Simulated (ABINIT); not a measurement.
# InAs (F-43m) in ABINIT: notebook, part 2 of 2

ABINIT 10.8.3 (patched build).

## (3) Single point, PBE

run.abi

```
pp_dirpath "./"
pseudos "In.GGA_PBE-JTH.xml, As.GGA_PBE-JTH.xml"

acell 3*1.0
rprim
     0.0000000000     5.7031934441     5.7031934441
     5.7031934441     0.0000000000     5.7031934441
     5.7031934441     5.7031934441     0.0000000000
ntypat 2
znucl 49 33
natom 2
typat 1 2
xred
     0.0000000000     0.0000000000     0.0000000000
     0.7500000000     0.7500000000     0.7500000000

ecut 17.0
pawecutdg 34.0

kptopt 1
ngkpt 6 6 6
nshiftk 1
shiftk 0.0 0.0 0.0

ixc 11

nband 18
occopt 3
tsmear 0.05 eV

nstep 100
tolvrs 1.0e-9

iomode 3
prtwf 0
prtden 0
prteig 0
prtebands 0
```

Potentials or basis: JTH PAW PBE v2.0.

Started as:

```bash
abinit run.abi > log 2>&1
```

run.abo:

```text
.Version 10.8.3 of ABINIT
 Symmetries : space group F-4 3 m (#216); Bravais cF (face-center cubic)
================================================================================
 Values of the parameters that define the memory need of the present run
     intxc =       0    ionmov =       0      iscf =      17    lmnmax =      18
     lnmax =       6     mgfft =      30  mpssoang =       3    mqgrid =    3001
     natom =       2  nloc_mem =       2    nspden =       1   nspinor =       1
    nsppol =       1      nsym =      24    n1xccc =       1    ntypat =       2
    occopt =       3   xclevel =       2
       mpw =        1258          nfft =       27000          nkpt =          16
 PAW method is used; the additional fine FFT grid is defined by:
   mgfftf=        45    nfftf =     91125
================================================================================
================================================================================

--------------------------------------------------------------------------------
------------- Echo of variables that govern the present computation ------------
--------------------------------------------------------------------------------
 -outvars: echo values of preprocessed input variables --------
            acell      1.0000000000E+00  1.0000000000E+00  1.0000000000E+00 Bohr
              amu      1.14820000E+02  7.49215900E+01
             ecut      1.70000000E+01 Hartree
              ixc          11
         kptrlatt        6    0    0      0    6    0      0    0    6
          kptrlen      4.83932011E+01
            natom           2
            nband          18
            ngfft          30      30      30
          ngfftdg          45      45      45
             nkpt          16
            nstep         100
             nsym          24
           ntypat           2
           occopt           3
        pawecutdg      3.40000000E+01 Hartree
         pawxcdev           0
           prtden           0
        prtebands           0
           prteig           0
            prtwf           0
            rprim      0.0000000000E+00  5.7031934441E+00  5.7031934441E+00
                       5.7031934441E+00  0.0000000000E+00  5.7031934441E+00
                       5.7031934441E+00  5.7031934441E+00  0.0000000000E+00
          spgroup         216
           tolvrs      1.00000000E-09
[... 158 lines left out ...]
 Eigenvalues (hartree) for nkpt=  16  k points:
 kpt#   1, nband= 18, wtk=  0.00463, kpt=  0.0000  0.0000  0.0000 (reduced coord)
  -1.13335   -1.13335   -1.13335   -1.13309   -1.13309   -0.37693   -0.37693   -0.37693
  -0.37231   -0.37231   -0.28540    0.14516    0.15230    0.15230    0.15230    0.29572
   0.29572    0.29572
      occupation numbers for kpt#   1
   2.00000    2.00000    2.00000    2.00000    2.00000    2.00000    2.00000    2.00000
   2.00000    2.00000    2.00000    1.98041    1.34916    1.34916    1.34916    0.00000
   0.00000    0.00000
 prteigrs : prtvol=0 or 1, do not print more k-points.

--- !EnergyTerms
iteration_state     : {dtset: 1, }
comment             : Components of total free energy in Hartree
kinetic             :  1.79418180724326E+01
hartree             :  6.04280947177361E+01
xc                  : -9.71896253981454E+00
Ewald energy        : -9.28949152033449E+01
psp_core            :  3.70423403266320E+00
local_psp           : -1.60719001646522E+02
PAW spherical_terms :  9.33761280863448E+00
internal            : -1.71921119758215E+02
'-kT*entropy'       : -3.50843889108999E-05
total_energy        : -1.71921154842604E+02
total_energy_eV     : -4.67821294827721E+03
...

--- !EnergyTermsDC
iteration_state     : {dtset: 1, }
comment             : '"Double-counting" decomposition of free energy'
band_energy         : -1.52826997516776E+01
Ewald energy        : -9.28949152033449E+01
psp_core            :  3.70423403266320E+00
xc_dc               : -6.26371543858970E+01
PAW spherical_terms : -4.81058300458944E+00
internal            : -1.71921118312846E+02
'-kT*entropy'       : -3.50843889108999E-05
total_energy_dc     : -1.71921153397235E+02
total_energy_dc_eV  : -4.67821290894670E+03
...

--- !EnergyTermsWithPAWCore
iteration_state     : {dtset: 1, }
comment             : 'Components of total free energy, including PAW core contributions'
Total energy        : -8.14271252623066E+03
Total energy DC     : -8.14271252478529E+03
Total energy (eV)   : -2.21574495641250E+05
Total energy DC (eV): -2.21574495601920E+05
...

 Cartesian components of stress tensor (hartree/bohr^3)
  sigma(1 1)= -1.23295367E-04  sigma(3 2)=  0.00000000E+00
  sigma(2 2)= -1.23295367E-04  sigma(3 1)=  0.00000000E+00
  sigma(3 3)= -1.23295367E-04  sigma(2 1)=  0.00000000E+00

-Cartesian components of stress tensor (GPa)         [Pressure=  3.6275E+00 GPa]
- sigma(1 1)= -3.62747494E+00  sigma(3 2)=  0.00000000E+00
- sigma(2 2)= -3.62747494E+00  sigma(3 1)=  0.00000000E+00
- sigma(3 3)= -3.62747494E+00  sigma(2 1)=  0.00000000E+00

== END DATASET(S) ==============================================================
================================================================================

 -outvars: echo values of variables after computation  --------
            acell      1.0000000000E+00  1.0000000000E+00  1.0000000000E+00 Bohr
           etotal     -1.7192115340E+02
            fcart      1.1766349560E-28 -2.3606469336E-29 -7.0450556926E-29
                      -1.1766349560E-28  2.3606469336E-29  7.0450556926E-29
            rprim      0.0000000000E+00  5.7031934441E+00  5.7031934441E+00
                       5.7031934441E+00  0.0000000000E+00  5.7031934441E+00
                       5.7031934441E+00  5.7031934441E+00  0.0000000000E+00
           strten     -1.2329536725E-04 -1.2329536725E-04 -1.2329536725E-04
                       0.0000000000E+00  0.0000000000E+00  0.0000000000E+00
           xangst      0.0000000000E+00  0.0000000000E+00  0.0000000000E+00
                       4.5269999969E+00  4.5269999969E+00  4.5269999969E+00
             xred      0.0000000000E+00  0.0000000000E+00  0.0000000000E+00
                       7.5000000000E-01  7.5000000000E-01  7.5000000000E-01
 Calculation completed.
```

It took 13 s on 1 thread of Arm Neoverse V2, shared host; peak memory 0.11 GiB.

Results:

- Free energy: -4678.2129 eV
- Band gap on the k mesh: none (metal or under the smearing width)
- Valence electrons inside the program's atomic spheres: In 11.23; As 12.70

Caveat: the cutoff is too short for stress, so the log's stress isn't used; this crystal is a semiconductor, whose small gap the functional closes, so the metal is an error of the method.

## (4) How close it comes

Step 2. Against the measured gap of InAs, 0.418 eV (direct; 4.2 K; a printed reference work, data compilation), the calculated 0.00 eV is off by -0.42 eV. Spin-orbit coupling on As, In is left out. The value is that of LDA on a finite k mesh, which can miss the band edges, without temperature or zero-point motion. Semilocal functionals fall short of measured gaps as a rule.

Step 3. Against the measured gap of InAs, 0.418 eV (direct; 4.2 K; a printed reference work, data compilation), the calculated 0.00 eV is off by -0.42 eV. Spin-orbit coupling on As, In is left out. The value is that of PBE on a finite k mesh, which can miss the band edges, without temperature or zero-point motion. Semilocal functionals fall short of measured gaps as a rule.
